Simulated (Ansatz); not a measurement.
A computed series for RuO2: pressure series

Take RuO2 in the rutile structure (space group P4_2/mnm, No. 136; a = 4.5234 Å, c = 3.1190 Å) as the base.

Cell and atoms are relaxed at each pressure.

Method: plane-wave PAW DFT at the PBE level (Ansatz, a quantum-chemistry and plane-wave program, 420 eV), spin-orbit coupling left out.

Notes on the quantities. enthalpy: H = E + PV relative to the base's energy.

| variant | shortest interatomic distance | enthalpy | c/a ratio |
|---|---|---|---|
| base | 1.955 Å | – | 0.690 |
| pressure −2 GPa | 1.962 Å | -0.13 eV/atom | 0.688 |
| pressure −1 GPa | 1.959 Å | -0.07 eV/atom | 0.689 |
| pressure 3 GPa | 1.946 Å | +0.20 eV/atom | 0.691 |
| pressure 7 GPa | 1.935 Å | +0.46 eV/atom | 0.694 |
| pressure 15 GPa | [?] | +0.97 eV/atom | 0.698 |
| pressure 30 GPa | 1.885 Å | +1.89 eV/atom | 0.705 |
| pressure 50 GPa | 1.854 Å | +3.07 eV/atom | [?] |
| pressure 75 GPa | 1.822 Å | +4.47 eV/atom | 0.725 |
| pressure 100 GPa | [?] | +5.81 eV/atom | 0.734 |

Q: Fill in the withheld entries from the trend.

A: 
- pressure 15 GPa, shortest interatomic distance: 1.916 Å
- pressure 50 GPa, c/a ratio: 0.714
- pressure 100 GPa, shortest interatomic distance: 1.797 Å

Load acts through the strain it causes; cell and atoms are relaxed under it. Stability against distortions was not tested. Competing high-pressure phases were not computed. No Hubbard U is applied, and correlation can decide whether such a compound is a metal. All final runs are without spin polarisation.
